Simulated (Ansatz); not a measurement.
BAs:

```
B As
1.0
     2.12755    0.00000    0.00000
     0.00000    3.17406    0.00000
     0.00000    0.00000    4.95098
B As
1 1
Direct
  0.00000 0.50000 0.00000
  0.50000 0.50000 0.50000
```

The cell was built by a generator and needn't be a form met in nature.

- Program: Ansatz 0.2.0
- Task: relaxation of cell and atoms
- Functional: PBEsol
- Dispersion: D3(BJ)
- Potentials or basis: Ansatz PAW
- Cutoff: 420 eV (not typed: the program's choice for these potentials)
- k mesh: 12 × 8 × 6
- Occupations: fermi-dirac, width 0.05 eV
- Spin: no spin polarisation

At the start: volume 16.72 Å³/atom.

Problem. How do energy, volume and symmetry change on relaxing?

Solution. It ends after 25 steps and the volume is 12.20 Å³/atom (-27.0 %); space group P4/mmm (No. 123, to 0.05 Å).

The path:
```csv
step,energy change (eV),largest force (eV/Å),volume (Å³)
1,0.0000,0.0000,33.43
2,-0.3966,0.0000,31.64
3,-0.7275,0.0000,30.70
4,-0.9561,0.0000,29.43
5,-1.2285,0.0000,28.18
6,-1.4131,0.0000,26.73
7,-1.4465,0.0000,26.58
8,-1.5878,0.0000,25.35
9,-1.7137,0.0000,24.03
10,-1.8541,0.0000,23.84
11,-2.0062,0.0000,23.32
12,-2.1542,0.0000,22.77
13,-2.1946,0.0000,23.71
14,-2.1977,0.0000,23.68
15,-2.1987,0.0000,23.66
16,-2.1987,0.0000,23.67
17,-2.1987,0.0000,23.67
18,-2.3611,0.0000,23.67
19,-2.3911,0.0000,24.30
20,-2.3967,0.0000,24.38
21,-2.3971,0.0000,24.39
22,-2.3971,0.0000,24.39
23,-2.3977,0.0000,24.39
24,-2.3977,0.0000,24.40
25,-2.3977,0.0000,24.40
```

Final structure:
```
B As
1.0
     3.09615    0.00000    0.00000
     0.00000    2.53403    0.00000
     0.00000    0.00000    3.10983
B As
1 1
Direct
  0.00000 0.50000 0.00000
  0.50000 0.50000 0.50000
```

Caveat: the volume moved by over 15 % at a fixed basis, so the end points are rough; the plane-wave basis is chosen anew once the cell has moved, so the energies of steps on either side of that aren't comparable; the PAW data sets come from PBE, with cores solved anew for the run's functional, which leaves a small shift of forces and pressure.
